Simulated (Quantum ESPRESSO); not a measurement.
Write the native input for Quantum ESPRESSO 7.5 that does the following.

| Item | Value |
| --- | --- |
| Task | band structure |
| Functional | PBE |
| Potentials or basis | SPMS 1.0 PBE |
| Cutoff | 925 eV |
| Density cutoff | 3701 eV |
| k mesh | 11 × 11 × 11 |
| Occupations | fermi-dirac, width 0.05 eV |
| Spin | no spin polarisation |
| Mixing beta | 0.5 |
| Most SCF iterations | 120 |
| SCF threshold | 2e-10 Ry |

The system is Au.

```
Au
1.0
     0.00000    2.03500    2.03500
     2.03500    0.00000    2.03500
     2.03500    2.03500    0.00000
Au
1
Cartesian
  0.0000 0.0000 0.0000
```

One way to write it, as run:

pw.in

```
&CONTROL
  calculation = 'scf'
  prefix = 'pwscf'
  outdir = './tmp'
  pseudo_dir = './pseudo'
  tprnfor = .true.
  tstress = .true.
  disk_io = 'low'
/
&SYSTEM
  ibrav = 0
  nat = 1
  ntyp = 1
  ecutwfc = 68
  nbnd = 16
  occupations = 'smearing'
  smearing = 'fd'
  degauss = 0.00367493
/
&ELECTRONS
  conv_thr = 2d-10
  electron_maxstep = 120
  mixing_beta = 0.5
/
ATOMIC_SPECIES
Au   196.9666 79_Au_19_2.4_2.5_pbe_n_v1.0.upf
CELL_PARAMETERS bohr
   0.0000000000    3.8455926636    3.8455926636
   3.8455926636    0.0000000000    3.8455926636
   3.8455926636    3.8455926636    0.0000000000
ATOMIC_POSITIONS bohr
Au     0.0000000000    0.0000000000    0.0000000000
K_POINTS automatic
11 11 11 0 0 0
```

bands.in

```
&CONTROL
  calculation = 'bands'
  prefix = 'pwscf'
  outdir = './tmp'
  pseudo_dir = './pseudo'
  disk_io = 'low'
  verbosity = 'high'
/
&SYSTEM
  ibrav = 0
  nat = 1
  ntyp = 1
  ecutwfc = 68
  nbnd = 16
  occupations = 'smearing'
  smearing = 'fd'
  degauss = 0.00367493
/
&ELECTRONS
  conv_thr = 1d-08
  electron_maxstep = 120
  mixing_beta = 0.5
  diago_full_acc = .true.
/
ATOMIC_SPECIES
Au   196.9666 79_Au_19_2.4_2.5_pbe_n_v1.0.upf
CELL_PARAMETERS bohr
   0.0000000000    3.8455926636    3.8455926636
   3.8455926636    0.0000000000    3.8455926636
   3.8455926636    3.8455926636    0.0000000000
ATOMIC_POSITIONS bohr
Au     0.0000000000    0.0000000000    0.0000000000
K_POINTS crystal
60
 0.0000000000  0.0000000000  0.0000000000 1
 0.0625000000  0.0000000000  0.0625000000 1
 0.1250000000  0.0000000000  0.1250000000 1
 0.1875000000  0.0000000000  0.1875000000 1
 0.2500000000  0.0000000000  0.2500000000 1
 0.3125000000  0.0000000000  0.3125000000 1
 0.3750000000  0.0000000000  0.3750000000 1
 0.4375000000  0.0000000000  0.4375000000 1
 0.5000000000  0.0000000000  0.5000000000 1
 0.5000000000  0.0625000000  0.5625000000 1
 0.5000000000  0.1250000000  0.6250000000 1
 0.5000000000  0.1875000000  0.6875000000 1
 0.5000000000  0.2500000000  0.7500000000 1
 0.4375000000  0.3125000000  0.7500000000 1
 0.3750000000  0.3750000000  0.7500000000 1
 0.3375000000  0.3375000000  0.6750000000 1
 0.3000000000  0.3000000000  0.6000000000 1
 0.2625000000  0.2625000000  0.5250000000 1
 0.2250000000  0.2250000000  0.4500000000 1
 0.1875000000  0.1875000000  0.3750000000 1
 0.1500000000  0.1500000000  0.3000000000 1
 0.1125000000  0.1125000000  0.2250000000 1
 0.0750000000  0.0750000000  0.1500000000 1
 0.0375000000  0.0375000000  0.0750000000 1
 0.0000000000  0.0000000000  0.0000000000 1
 0.0625000000  0.0625000000  0.0625000000 1
 0.1250000000  0.1250000000  0.1250000000 1
 0.1875000000  0.1875000000  0.1875000000 1
 0.2500000000  0.2500000000  0.2500000000 1
 0.3125000000  0.3125000000  0.3125000000 1
 0.3750000000  0.3750000000  0.3750000000 1
 0.4375000000  0.4375000000  0.4375000000 1
 0.5000000000  0.5000000000  0.5000000000 1
 0.5250000000  0.4500000000  0.5250000000 1
 0.5500000000  0.4000000000  0.5500000000 1
 0.5750000000  0.3500000000  0.5750000000 1
 0.6000000000  0.3000000000  0.6000000000 1
 0.6250000000  0.2500000000  0.6250000000 1
 0.5833333333  0.2500000000  0.6666666667 1
 0.5416666667  0.2500000000  0.7083333333 1
 0.5000000000  0.2500000000  0.7500000000 1
 0.5000000000  0.2857142857  0.7142857143 1
 0.5000000000  0.3214285714  0.6785714286 1
 0.5000000000  0.3571428571  0.6428571429 1
 0.5000000000  0.3928571429  0.6071428571 1
 0.5000000000  0.4285714286  0.5714285714 1
 0.5000000000  0.4642857143  0.5357142857 1
 0.5000000000  0.5000000000  0.5000000000 1
 0.4821428571  0.4821428571  0.5357142857 1
 0.4642857143  0.4642857143  0.5714285714 1
 0.4464285714  0.4464285714  0.6071428571 1
 0.4285714286  0.4285714286  0.6428571429 1
 0.4107142857  0.4107142857  0.6785714286 1
 0.3928571429  0.3928571429  0.7142857143 1
 0.3750000000  0.3750000000  0.7500000000 1
 0.6250000000  0.2500000000  0.6250000000 1
 0.5937500000  0.1875000000  0.5937500000 1
 0.5625000000  0.1250000000  0.5625000000 1
 0.5312500000  0.0625000000  0.5312500000 1
 0.5000000000  0.0000000000  0.5000000000 1
```

Potentials or basis: SPMS 1.0 PBE.

Command:

```bash
$ OMP_NUM_THREADS=1 pw.x -in pw.in > pw.out
$ OMP_NUM_THREADS=1 pw.x -in bands.in > bands.out
```

It gave:

```yaml
Pressure: 10.8 GPa
Band_gap_on_the_k_mesh: none (metal or under the smearing width)
```

Caveat: spin-orbit coupling is left out, which moves the levels of the heavy elements.

Run time: 21 s on 1 thread of Arm Neoverse V1 (shared host), peak memory 0.09 GiB.
